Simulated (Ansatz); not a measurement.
`BC(F)(F)F` + `[SiH3]S` → `BS[SiH3]` + trifluoromethane at 600 K and 1 bar (ligand exchange at a B–C bond).

Gas-phase electronic energies from Ansatz, PBE0-D4/def2-TZVP geometries. CCSD(T)/CBS adds triple-zeta CCSD(T) − MP2 to the extrapolated MP2 energy (def2 sets, frozen cores). This one scheme is used for every species.

| species | CCSD(T)/CBS energy (Eh) | H − E (kJ/mol) | S (J/(mol·K)) |
| --- | --- | --- | --- |
| `BC(F)(F)F` | -363.39214 | 137.1 | 373.9 |
| `[SiH3]S` | -689.27336 | 126.3 | 326.2 |
| `BS[SiH3]` | -714.68055 | 173.8 | 379.2 |
| `FC(F)F` | -338.02896 | 97.7 | 303.2 |

H − E and S are ideal-gas, rigid-rotor, harmonic terms from PBE0-D4/def2-TZVP. 1 Eh = 2625.50 kJ/mol, R = 8.31446 J/(mol·K).

Q: By hand: ΔE, ΔH, ΔS and ΔG.

A: ΔE = (-714.68055) + (-338.02896) − (-363.39214) − (-689.27336) = -0.04401 Eh = -115.5 kJ/mol. Δ(H − E) = 173.8 + 97.7 − 137.1 − 126.3 = 8.1, so ΔH = -107.4 kJ/mol. ΔS = 379.2 + 303.2 − 373.9 − 326.2 = -17.7 J/(mol·K). ΔG = -107.4 − 600 × (-17.7)/1000 = -96.8 kJ/mol.

Q: By hand: the equilibrium constant, and the temperature at which ΔG would vanish if ΔH and ΔS stayed fixed.

A: log₁₀ K = −ΔG/(RT ln 10) = 8.4. ΔG = 0 at ΔH/ΔS = 6068 K, far beyond where these terms or the molecules hold.

ΔH outweighs TΔS. A doubt of 5 kJ/mol in ΔE shifts log₁₀ K by 0.4 here. These are equilibria of isolated gas molecules and say nothing of rates. Largest T1 diagnostic: 0.014 (customary marks: 0.02 for closed shells, 0.045 for open ones).
